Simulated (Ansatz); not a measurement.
# WC under changes of volume

One of the cells (10.542 Å³/atom); the others are scaled copies at fixed shape and fractional positions:

```
CELL_PARAMETERS angstrom
0.00000 2.19268 2.19268
2.19268 0.00000 2.19268
2.19268 2.19268 0.00000
ATOMIC_POSITIONS crystal
W 0.00000 0.00000 0.00000
C 0.50000 0.50000 0.50000
```

Measurements of this composition are mostly on another form, of space group No. 187.

- Program: Ansatz 0.2.0
- Functional: r2SCAN
- Potentials or basis: Ansatz PAW
- Cutoff: 500 eV (not typed: the program's choice for these potentials)
- k mesh: 10 × 10 × 10
- Occupations: fermi-dirac, width 0.05 eV
- Spin: no spin polarisation

| volume (Å³/atom) | energy over the lowest point (meV/atom) | pressure (GPa) |
| --- | --- | --- |
| 9.910 | 28.27 | 20.0 |
| 10.120 | 8.28 | 10.6 |
| 10.331 | 0.00 | 2.2 |
| 10.542 | 2.23 | -5.4 |
| 10.753 | ? | ? |
| 10.964 | 34.05 | -18.3 |
| 11.175 | 61.82 | -23.8 |

What does the run at 10.753 Å³/atom give?

Energy over the lowest point 13.89 meV/atom; pressure -12.2 GPa.

Worked out: A Birch-Murnaghan fit of order 3 (a polynomial in V^(-2/3)) to the other rows has its minimum at 10.39 Å³/atom with B0 = V·E''(V) = 382 GPa and B' = 4.4. It gives 13.91 meV/atom at 10.753 Å³/atom, against the run's 13.89, and -dE/dV = -12.2 GPa, against -12.2.

Energies are extrapolated to zero smearing.

Caveats: the PAW data sets come from PBE, with cores solved anew for the run's functional, which leaves a small shift of forces and pressure.
